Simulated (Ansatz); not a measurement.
# Residual resistivity of an alloy: Ru(0001) with 2 layers of random Ru-Os, 2x2, part 2 of 2

How strongly does chemical disorder scatter in Ru(0001) with 2 layers of random Ru-Os, 2x2?

Ansatz 0.2.0; Ansatz plane-wave DFT, PBE, PAW files; ballistic transport by layer matching (Landauer), zero bias; PAW set soft_1.

So far. Step 3 (With 6 alloy layers): Over the solved energies the transmission per spin lies between 4.75 and 5.07, out of 5.48 channels of the lead on average (up to 6).

**4. With 10 alloy layers**

In 10 layers a share of 0.5 of the sites is given to Os at random. A fresh draw is used; the growth of the resistance with length is what counts.

System of this step: Ru(0001) with 10 layers of random Ru-Os, 2x2. The cell holds 80 atoms: 60 Ru and 20 Os. Cell: a = 5.412 Å, b = 5.412 Å, c = 42.819 Å, α = 90.0°, β = 90.0°, γ = 120.0°. It derives from Ru. Regions: lead, 40 atoms (40 Ru); scattering region, 40 atoms (20 Ru and 20 Os). The structure is stacked along c, and the current runs across the ab planes.

File input.yaml:

```yaml
crystal:
  lattice:
    - [5.4116, 0.0, 0.0]
    - [-2.7058, 4.6865830751, 0.0]
    - [0.0, 0.0, 42.819]
  atoms:
    - { symbol: Ru, position: [0.1666666667, 0.3333333333, 0.025] }
    - { symbol: Ru, position: [0.1666666667, 0.8333333333, 0.025] }
    - { symbol: Ru, position: [0.6666666667, 0.3333333333, 0.025] }
    - { symbol: Ru, position: [0.6666666667, 0.8333333333, 0.025] }
    - { symbol: Ru, position: [0.3333333333, 0.1666666667, 0.075] }
    - { symbol: Ru, position: [0.3333333333, 0.6666666667, 0.075] }
    - { symbol: Ru, position: [0.8333333333, 0.1666666667, 0.075] }
    - { symbol: Ru, position: [0.8333333333, 0.6666666667, 0.075] }
    - { symbol: Ru, position: [0.1666666667, 0.3333333333, 0.125] }
    - { symbol: Ru, position: [0.1666666667, 0.8333333333, 0.125] }
    - { symbol: Ru, position: [0.6666666667, 0.3333333333, 0.125] }
    - { symbol: Ru, position: [0.6666666667, 0.8333333333, 0.125] }
    - { symbol: Ru, position: [0.3333333333, 0.1666666667, 0.175] }
    - { symbol: Ru, position: [0.3333333333, 0.6666666667, 0.175] }
    - { symbol: Ru, position: [0.8333333333, 0.1666666667, 0.175] }
    - { symbol: Ru, position: [0.8333333333, 0.6666666667, 0.175] }
    - { symbol: Ru, position: [0.1666666667, 0.3333333333, 0.225] }
    - { symbol: Ru, position: [0.1666666667, 0.8333333333, 0.225] }
    - { symbol: Ru, position: [0.6666666667, 0.3333333333, 0.225] }
    - { symbol: Ru, position: [0.6666666667, 0.8333333333, 0.225] }
    - { symbol: Ru, position: [0.3333333333, 0.1666666667, 0.275] }
    - { symbol: Ru, position: [0.3333333333, 0.6666666667, 0.275] }
    - { symbol: Ru, position: [0.8333333333, 0.1666666667, 0.275] }
    - { symbol: Os, position: [0.8333333333, 0.6666666667, 0.275] }
    - { symbol: Os, position: [0.1666666667, 0.3333333333, 0.325] }
    - { symbol: Ru, position: [0.1666666667, 0.8333333333, 0.325] }
    - { symbol: Os, position: [0.6666666667, 0.3333333333, 0.325] }
    - { symbol: Ru, position: [0.6666666667, 0.8333333333, 0.325] }
    - { symbol: Ru, position: [0.3333333333, 0.1666666667, 0.375] }
    - { symbol: Os, position: [0.3333333333, 0.6666666667, 0.375] }
    - { symbol: Os, position: [0.8333333333, 0.1666666667, 0.375] }
    - { symbol: Os, position: [0.8333333333, 0.6666666667, 0.375] }
    - { symbol: Ru, position: [0.1666666667, 0.3333333333, 0.425] }
    - { symbol: Os, position: [0.1666666667, 0.8333333333, 0.425] }
    - { symbol: Os, position: [0.6666666667, 0.3333333333, 0.425] }
    - { symbol: Os, position: [0.6666666667, 0.8333333333, 0.425] }
    - { symbol: Os, position: [0.3333333333, 0.1666666667, 0.475] }
    - { symbol: Os, position: [0.3333333333, 0.6666666667, 0.475] }
    - { symbol: Ru, position: [0.8333333333, 0.1666666667, 0.475] }
    - { symbol: Os, position: [0.8333333333, 0.6666666667, 0.475] }
    - { symbol: Os, position: [0.1666666667, 0.3333333333, 0.525] }
    - { symbol: Os, position: [0.1666666667, 0.8333333333, 0.525] }
    - { symbol: Ru, position: [0.6666666667, 0.3333333333, 0.525] }
    - { symbol: Ru, position: [0.6666666667, 0.8333333333, 0.525] }
    - { symbol: Ru, position: [0.3333333333, 0.1666666667, 0.575] }
    - { symbol: Ru, position: [0.3333333333, 0.6666666667, 0.575] }
    - { symbol: Ru, position: [0.8333333333, 0.1666666667, 0.575] }
    - { symbol: Ru, position: [0.8333333333, 0.6666666667, 0.575] }
    - { symbol: Ru, position: [0.1666666667, 0.3333333333, 0.625] }
    - { symbol: Ru, position: [0.1666666667, 0.8333333333, 0.625] }
    - { symbol: Os, position: [0.6666666667, 0.3333333333, 0.625] }
    - { symbol: Os, position: [0.6666666667, 0.8333333333, 0.625] }
    - { symbol: Ru, position: [0.3333333333, 0.1666666667, 0.675] }
    - { symbol: Ru, position: [0.3333333333, 0.6666666667, 0.675] }
    - { symbol: Os, position: [0.8333333333, 0.1666666667, 0.675] }
    - { symbol: Os, position: [0.8333333333, 0.6666666667, 0.675] }
    - { symbol: Ru, position: [0.1666666667, 0.3333333333, 0.725] }
    - { symbol: Os, position: [0.1666666667, 0.8333333333, 0.725] }
    - { symbol: Ru, position: [0.6666666667, 0.3333333333, 0.725] }
    - { symbol: Os, position: [0.6666666667, 0.8333333333, 0.725] }
    - { symbol: Ru, position: [0.3333333333, 0.1666666667, 0.775] }
    - { symbol: Ru, position: [0.3333333333, 0.6666666667, 0.775] }
    - { symbol: Ru, position: [0.8333333333, 0.1666666667, 0.775] }
    - { symbol: Ru, position: [0.8333333333, 0.6666666667, 0.775] }
    - { symbol: Ru, position: [0.1666666667, 0.3333333333, 0.825] }
    - { symbol: Ru, position: [0.1666666667, 0.8333333333, 0.825] }
    - { symbol: Ru, position: [0.6666666667, 0.3333333333, 0.825] }
    - { symbol: Ru, position: [0.6666666667, 0.8333333333, 0.825] }
    - { symbol: Ru, position: [0.3333333333, 0.1666666667, 0.875] }
    - { symbol: Ru, position: [0.3333333333, 0.6666666667, 0.875] }
    - { symbol: Ru, position: [0.8333333333, 0.1666666667, 0.875] }
    - { symbol: Ru, position: [0.8333333333, 0.6666666667, 0.875] }
    - { symbol: Ru, position: [0.1666666667, 0.3333333333, 0.925] }
    - { symbol: Ru, position: [0.1666666667, 0.8333333333, 0.925] }
    - { symbol: Ru, position: [0.6666666667, 0.3333333333, 0.925] }
    - { symbol: Ru, position: [0.6666666667, 0.8333333333, 0.925] }
    - { symbol: Ru, position: [0.3333333333, 0.1666666667, 0.975] }
    - { symbol: Ru, position: [0.3333333333, 0.6666666667, 0.975] }
    - { symbol: Ru, position: [0.8333333333, 0.1666666667, 0.975] }
    - { symbol: Ru, position: [0.8333333333, 0.6666666667, 0.975] }
kpoints:
  mp_grid: { grid: [5, 5, 1] }
hamiltonian:
  xc: pbe
  pseudopotentials: { kind: paw, azcp: { folder: soft_1 } }
scf:
  occupations: { method: fermi_dirac, width: 0.1 }
output:
  transmission:
    leads: [[0, 8]]
    kmesh: [10, 10]
    e_range: [-0.05, 0.05]
    de: 0.05
  write_potential: true
  write_density: true
  volumetric_format: npy
```

On the command line:

```bash
> ansatz run input.yaml --threads 4 --pin off --max-ram 15360MiB --backend cpu --events-out ev --progress --plain --runs-dir out
```

Numbers of over 12 decimals in the logs are rounded to 6 here.

What it wrote:

```text
[...]
Crystal: 80 atoms, lattice volume = 1085.972 Å³
Basis set: ecut = 420 eV, 21185 PW (Γ)
Bands: 768, of which v1, the nominal top of the filled ones, is band 640 counted from 1 (639 counted from 0)
Symmetry: 1 space group operations
[...]
k-points: 13 of 25 (time reversal used)
[...]
SCF iter   1: F=—  HF=-580492.806788 eV  |F-HF|=—  |Δ(HF+E_count)|=         —  Δρ=1.30e-1  dr2=4.13e2  ethr=3.10e-3  ⟨swp⟩=5.0  Hψ=32322  notcnv=0  defer=30
[...]
SCF iter  11: F=-580442.373185 eV  HF=-580442.373185 eV  |F-HF|=2.33e-9  |Δ(HF+E_count)|=   1.16e-9  Δρ=1.90e-7  dr2=2.76e-9  ethr=7.81e-12  ⟨swp⟩=1.3  Hψ=10381  notcnv=0
SCF 1 converged in 11 iterations: F = -580442.373185 eV  dr2 = 2.76e-9
[...]
transmission: 417 of 4160 steps passed
transmission: 832 of 4160 steps passed
[...]
transmission: 4160 of 4160 steps passed
SCF converged after 11 iterations
Free energy (F): -580442.373185 eV
[...]
Internal energy: -580439.975926 eV  (E = F + TS)
E sigma→0 (E₀):  -580441.174556 eV
Entropy (-TS):   -2.397259 eV (-29.966 meV/atom)
Fermi energy:    24.264172 eV
[...]
--- Band table (eV; the first three rows and the last of 13) ---
  k-point 0: bands = [... 636 lower, 25.2060, 25.2186, 25.2803, 25.2970, 25.3354, 25.3388, 25.3479, 25.3535, ... 124 higher]
  k-point 1: bands = [... 636 lower, 24.5170, 24.5301, 24.5429, 24.5540, 24.5662, 24.6881, 24.7048, 24.7933, ... 124 higher]
  k-point 2: bands = [... 636 lower, 24.0520, 24.0536, 24.0651, 24.0761, 24.0837, 24.0923, 24.1776, 24.1956, ... 124 higher]
  k-point 12: bands = [... 636 lower, 24.0733, 24.2333, 24.2411, 24.2540, 24.2596, 24.2660, 24.2799, 24.2889, ... 124 higher]
--- Transmission ---
  basis      : 223 plane waves across, 80 finite elements along
  points     : 52, standing for a mesh of 10 x 10
[...]
channels       : 5.280000e0 a spin
[...]
junction   : crystal 0 to crystal 0, 0.70 to 39.24 Å
    transmission   : 4.483012e0 a spin
[...]
```

Elapsed: 13 min, on 4 threads of Intel Xeon Platinum 8488C (Sapphire Rapids), shared host; peak memory 8.6 GiB.

Numbers from this step:

```
free energy                                   : -580442.3732 eV
energy at zero smearing                       : -580441.1746 eV
Fermi energy                                  : 24.26 eV
transmission per spin nearest the Fermi level : 4.483
step of the lead's potential                  : 5.8 meV
```

Per spin. The transmission, zone mean by energy, zero at the Fermi level:

```csv
energy (eV),"transmission, zone mean"
-0.0500,4.59
0.0000,4.48
0.0500,4.51
```

Over the solved energies the transmission per spin lies between 4.48 and 4.59, out of 5.46 channels of the lead on average (up to 5.94).

**5. The fit**

This step: Ansatz plane-wave DFT, PBE, PAW files; ballistic transport by layer matching (Landauer), zero bias; residual resistivity from the slope of the area resistance, atoms on the host's lattice; PAW set soft_1 (Ansatz 0.2.0).

Numbers from this step:

```
resistivity           : 5.644 µΩ cm
intercept             : 0.002660 fΩ m²
scatter about the fit : 4.73e-4 fΩ m²
```

Resistance, by row:

```csv
run,length (Å),T,channels N,RA (fΩ m²)
n2,4.282,5.1,5.32,0.02649
n6,12.85,4.863,5.48,0.07584
n10,21.41,4.529,5.46,0.1232
```

Table of area resistance by length of the alloy:

```
length of the alloy (Å)  area resistance (fΩ m²)
                   4.28                   0.0265
                  12.85                   0.0758
                  21.41                    0.123
```

The area resistance goes from 0.026 to 0.12 fΩ m² between 4.3 and 21.4 Å, a slope of 5.6 µΩ cm.

By hand from the end points: (0.1232 − 0.02649) fΩ m² / (21.41 − 4.28) Å = 5.6 µΩ cm, since 1 fΩ m² per Å is 1000 µΩ cm.

**6. What came out**

| Quantity | Value |
| --- | --- |
| resistivity from the slope | 5.64 µΩ cm |
| area resistance over 4.28 Å | 0.0265 fΩ m² |
| area resistance over 12.8 Å | 0.0758 fΩ m² |
| area resistance over 21.4 Å | 0.123 fΩ m² |

What this shows: The slope gives 5.6 µΩ cm. The points scatter by 4.7e-4 fΩ m² about the line, with one random draw a length in a 2x2 cell, so the slope is a rough value. The lead's own channel count moves between the runs (5.32, 5.48 and 5.46), which shifts RA and the slope too. Read with a model of isotropic scattering on a spherical Fermi surface and the lead's 1.6×10¹⁵ S/m², this slope means a mean free path near 94 Å (a rough figure, since the alloy's own channel count differs); over these lengths the model's slope is 1.15 times its bulk resistivity, which would be 4.9 µΩ cm. The atoms sit on the host's lattice, so scattering by size misfit is left out. Spin-orbit coupling is left out, which matters for Os.

[Logs are printed without paths, hosts, clocks, repeated set-up lines and the standing remarks that a program may print on its own settings, such as how far it seeks lower states.]

[Hosts, paths, dates, database ids (printed as entryN), source tags and the programs' standing remarks are cut or masked in the printed files.]
